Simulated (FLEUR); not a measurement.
A run of FLEUR MaX-R8.1 (later development tree) is set up as follows.

Contents of inp.xml:

```xml
<?xml version="1.0" encoding="UTF-8" standalone="no"?>
<fleurInput fleurInputVersion="0.39">
   <comment>
      Ti                                                                                                  
   </comment>
   <calculationSetup>
      <cutoffs Kmax="4.24" Gmax="13.2" GmaxXC="13.2" numbands="0"/>
      <scfLoop itmax="80" minDistance="0.0001" maxIterBroyd="30" imix="Anderson" alpha="0.05" precondParam="0.0" spinf="2.0" sdNocoIR="T"/>
      <coreElectrons ctail="F" frcor="F" kcrel="0" coretail_lmax="0"/>
      <xcFunctional name="LibXC" relativisticCorrections="F">
         <LibXCName exchange="mgga_x_r2scan" correlation="mgga_c_r2scan"/>
         <AuxGGA exchange="117" correlation="130"/>
      </xcFunctional>
      <magnetism jspins="1"/>
      <soc l_soc="F" theta="0.0" phi="0.0" spav="F"/>
      <expertModes spex="0" secvar="F"/>
      <geometryOptimization l_f="F" forcealpha="1.0" forcemix="BFGS" epsdisp="0.00001" epsforce="0.00001"/>
      <ldaU l_linMix="F" mixParam="0.05" spinf="1.0"/>
   </calculationSetup>
   <cell>
      <bzIntegration valenceElectrons="36.0" mode="hist" fermiSmearingEnergy="0.00183747">
         <kPointListSelection listName="default-1"/>
         <!-- k-points included here -->
         <xi:include xmlns:xi="http://www.w3.org/2001/XInclude" href="kpts.xml"> </xi:include>
      </bzIntegration>
      <!-- symmetry operations included here -->
      <xi:include xmlns:xi="http://www.w3.org/2001/XInclude" href="sym.xml"> </xi:include>
      <bulkLattice scale="1.0">
         <bravaisMatrix>
            <row-1>    8.6310875382253194     0.0000000000000000     0.0000000000000000</row-1>
            <row-2>   -4.3155437691126597     7.4747410703805031     0.0000000000000000</row-2>
            <row-3>    0.0000000000000000     0.0000000000000000     5.3408276315200558</row-3>
         </bravaisMatrix>
      </bulkLattice>
   </cell>
   <atomSpecies>
      <species name="Titanium (Ti)" element="Ti" atomicNumber="22">
         <mtSphere radius="2.31" gridPoints="763" logIncrement="0.016"/>
         <atomicCutoffs lmax="9" lnonsphr="9"/>
         <electronConfig flipSpins="F">
            <coreConfig>(1s1/2) (2s1/2) (2p1/2) (2p3/2)</coreConfig>
            <valenceConfig>(3s1/2) (3p1/2) (3p3/2) (4s1/2) (3d3/2) (3d5/2)</valenceConfig>
            <stateOccupation state="(3d3/2)" spinUp="0.400000" spinDown="0.400000"/>
            <stateOccupation state="(3d5/2)" spinUp="0.600000" spinDown="0.600000"/>
         </electronConfig>
         <energyParameters s="4" p="4" d="3" f="4"/>
         <lo type="SCLO" l="0" n="3" eDeriv="0"/>
         <lo type="SCLO" l="1" n="3" eDeriv="0"/>
         <lo type="SCLO" l="1" n="3" eDeriv="1"/>
         <lo type="SCLO" l="2" n="3" eDeriv="2"/>
         <lo type="SCLO" l="3" n="4" eDeriv="2"/>
      </species>
   </atomSpecies>
   <atomGroups>
      <atomGroup species="Titanium (Ti)">
         <relPos label="                   1">-1.000/3.000 1.000/3.000 1.000/2.000</relPos>
         <relPos label="                   2">1.000/3.000 -1.000/3.000 1.000/2.000</relPos>
         <force calculate="T" relaxXYZ="TTT"/>
      </atomGroup>
      <atomGroup species="Titanium (Ti)">
         <relPos label="                   3">.0000000000 .0000000000 .0000000000</relPos>
         <force calculate="T" relaxXYZ="TTT"/>
      </atomGroup>
   </atomGroups>
   <output dos="F" band="F" slice="F">
      <checks vchk="F" cdinf="F"/>
      <bandDOS minEnergy="-.5*Htr" maxEnergy="0.5*Htr" sigma="0.015" storeEVData="T"/>
      <vacuumDOS vacdos="F" integ="F" star="F" nstars="0" locx1="0.0" locy1="0.0" locx2="0.0" locy2="0.0" nstm="0" tworkf="0.0"/>
      <unfoldingBand unfoldBand="F" supercellX="1" supercellY="1" supercellZ="1"/>
      <plotting iplot="0" polar="F">
         <plot TwoD="T" vec1="  1.0  0.0  0.0" vec2="  0.0  1.0  0.0" vec3="  0.0  0.0  1.0" zero="  0.0  0.0  0.0" file="plot"/>
      </plotting>
      <chargeDensitySlicing numkpt="0" minEigenval="0.0" maxEigenval="0.0" nnne="0" pallst="F"/>
      <specialOutput eonly="F"/>
      <moessbauerParams electricFieldGradient="T" isomerShift="T" coreHyperfine="T" valenceHyperfine="T"/>
      <magneticCircularDichroism mcd="F" energyLo="-10.0" energyUp="0.0"/>
   </output>
  <!-- We include the file relax.xml here to enable relaxations (see documentation) -->
  <xi:include xmlns:xi="http://www.w3.org/2001/XInclude" href="relax.xml"> <xi:fallback/> </xi:include>
</fleurInput>
```

The input crystal.txt:

```
Ti
&input cartesian=F /
4.5673748306  0.0000000000  0.0000000000
-2.2836874153  3.9554626319  0.0000000000
0.0000000000  0.0000000000  2.8262442700
1.8897261246
1.0 1.0 1.0

3
22 0.6666666666  0.3333333332  0.5000000000
22 0.3333333332  0.6666666666  0.5000000000
22 -0.0000000001  -0.0000000001  0.0000000000

&kpt div1=7 div2=7 div3=9 gamma=T /
```

The input inp.xml (bands):

```
<?xml version="1.0" encoding="UTF-8" standalone="no"?>
<fleurInput fleurInputVersion="0.39">
   <comment>
      Ti                                                                                                  
   </comment>
   <calculationSetup>
      <cutoffs Kmax="4.24" Gmax="13.2" GmaxXC="13.2" numbands="0"/>
      <scfLoop itmax="80" minDistance="0.0001" maxIterBroyd="30" imix="Anderson" alpha="0.05" precondParam="0.0" spinf="2.0" sdNocoIR="T"/>
      <coreElectrons ctail="F" frcor="F" kcrel="0" coretail_lmax="0"/>
      <xcFunctional name="LibXC" relativisticCorrections="F">
         <LibXCName exchange="mgga_x_r2scan" correlation="mgga_c_r2scan"/>
         <AuxGGA exchange="117" correlation="130"/>
      </xcFunctional>
      <magnetism jspins="1"/>
      <soc l_soc="F" theta="0.0" phi="0.0" spav="F"/>
      <expertModes spex="0" secvar="F"/>
      <geometryOptimization l_f="F" forcealpha="1.0" forcemix="BFGS" epsdisp="0.00001" epsforce="0.00001"/>
      <ldaU l_linMix="F" mixParam="0.05" spinf="1.0"/>
   </calculationSetup>
   <cell>
      <bzIntegration valenceElectrons="36.0" mode="hist" fermiSmearingEnergy="0.00183747">
         <kPointListSelection listName="path-1"/>
         <!-- k-points included here -->
         <xi:include xmlns:xi="http://www.w3.org/2001/XInclude" href="kpts.xml"> </xi:include>
      </bzIntegration>
      <!-- symmetry operations included here -->
      <xi:include xmlns:xi="http://www.w3.org/2001/XInclude" href="sym.xml"> </xi:include>
      <bulkLattice scale="1.0">
         <bravaisMatrix>
            <row-1>    8.6310875382253194     0.0000000000000000     0.0000000000000000</row-1>
            <row-2>   -4.3155437691126597     7.4747410703805031     0.0000000000000000</row-2>
            <row-3>    0.0000000000000000     0.0000000000000000     5.3408276315200558</row-3>
         </bravaisMatrix>
      </bulkLattice>
   </cell>
   <atomSpecies>
      <species name="Titanium (Ti)" element="Ti" atomicNumber="22">
         <mtSphere radius="2.31" gridPoints="763" logIncrement="0.016"/>
         <atomicCutoffs lmax="9" lnonsphr="9"/>
         <electronConfig flipSpins="F">
            <coreConfig>(1s1/2) (2s1/2) (2p1/2) (2p3/2)</coreConfig>
            <valenceConfig>(3s1/2) (3p1/2) (3p3/2) (4s1/2) (3d3/2) (3d5/2)</valenceConfig>
            <stateOccupation state="(3d3/2)" spinUp="0.400000" spinDown="0.400000"/>
            <stateOccupation state="(3d5/2)" spinUp="0.600000" spinDown="0.600000"/>
         </electronConfig>
         <energyParameters s="4" p="4" d="3" f="4"/>
         <lo type="SCLO" l="0" n="3" eDeriv="0"/>
         <lo type="SCLO" l="1" n="3" eDeriv="0"/>
         <lo type="SCLO" l="1" n="3" eDeriv="1"/>
         <lo type="SCLO" l="2" n="3" eDeriv="2"/>
         <lo type="SCLO" l="3" n="4" eDeriv="2"/>
      </species>
   </atomSpecies>
   <atomGroups>
      <atomGroup species="Titanium (Ti)">
         <relPos label="                   1">-1.000/3.000 1.000/3.000 1.000/2.000</relPos>
         <relPos label="                   2">1.000/3.000 -1.000/3.000 1.000/2.000</relPos>
         <force calculate="T" relaxXYZ="TTT"/>
      </atomGroup>
      <atomGroup species="Titanium (Ti)">
         <relPos label="                   3">.0000000000 .0000000000 .0000000000</relPos>
         <force calculate="T" relaxXYZ="TTT"/>
      </atomGroup>
   </atomGroups>
   <output dos="F" band="T" slice="F">
      <checks vchk="F" cdinf="F"/>
      <bandDOS minEnergy="-.5*Htr" maxEnergy="0.5*Htr" sigma="0.015" storeEVData="T"/>
      <vacuumDOS vacdos="F" integ="F" star="F" nstars="0" locx1="0.0" locy1="0.0" locx2="0.0" locy2="0.0" nstm="0" tworkf="0.0"/>
      <unfoldingBand unfoldBand="F" supercellX="1" supercellY="1" supercellZ="1"/>
      <plotting iplot="0" polar="F">
         <plot TwoD="T" vec1="  1.0  0.0  0.0" vec2="  0.0  1.0  0.0" vec3="  0.0  0.0  1.0" zero="  0.0  0.0  0.0" file="plot"/>
      </plotting>
      <chargeDensitySlicing numkpt="0" minEigenval="0.0" maxEigenval="0.0" nnne="0" pallst="F"/>
      <specialOutput eonly="F"/>
      <moessbauerParams electricFieldGradient="T" isomerShift="T" coreHyperfine="T" valenceHyperfine="T"/>
      <magneticCircularDichroism mcd="F" energyLo="-10.0" energyUp="0.0"/>
   </output>
  <!-- We include the file relax.xml here to enable relaxations (see documentation) -->
  <xi:include xmlns:xi="http://www.w3.org/2001/XInclude" href="relax.xml"> <xi:fallback/> </xi:include>
</fleurInput>
```

Potentials or basis: all-electron, FLAPW.

Command:

```bash
$ inpgen -f crystal.txt -profile fastHighL
$ # inp.xml edited to the form shown
$ fleur_MPI
$ fleur_MPI   # second run, on inp.xml (bands)
```

Q: Estimate the band gap along the path.

A: None (metal or under the smearing width).

Levels at the corners of the path, in eV from the Fermi level:
```
point  band 16  band 17  band 18  band 19  band 20  band 21
    Γ    -0.79    -0.77    -0.77     0.02     0.82     1.44
    M    -0.42    -0.35    -0.34     0.09     0.64     0.95
    K    -0.27    -0.27    -0.10     0.20     0.33     0.33
    Γ    -0.79    -0.77    -0.77     0.02     0.82     1.44
    A    -1.99    -1.78    -1.78     1.14     1.14     1.39
    L    -1.27    -0.85    -0.75     0.46     0.92     0.92
    H    -1.26    -1.26    -1.07     0.72     0.72     0.89
    A    -1.99    -1.78    -1.78     1.14     1.14     1.39
    L    -1.27    -0.85    -0.75     0.46     0.92     0.92
    M    -0.42    -0.35    -0.34     0.09     0.64     0.95
    K    -0.27    -0.27    -0.10     0.20     0.33     0.33
    H    -1.26    -1.26    -1.07     0.72     0.72     0.89
```

Caveat: the meta-GGA is that of a development version, with a GGA for the radial functions and cores and without core tails.
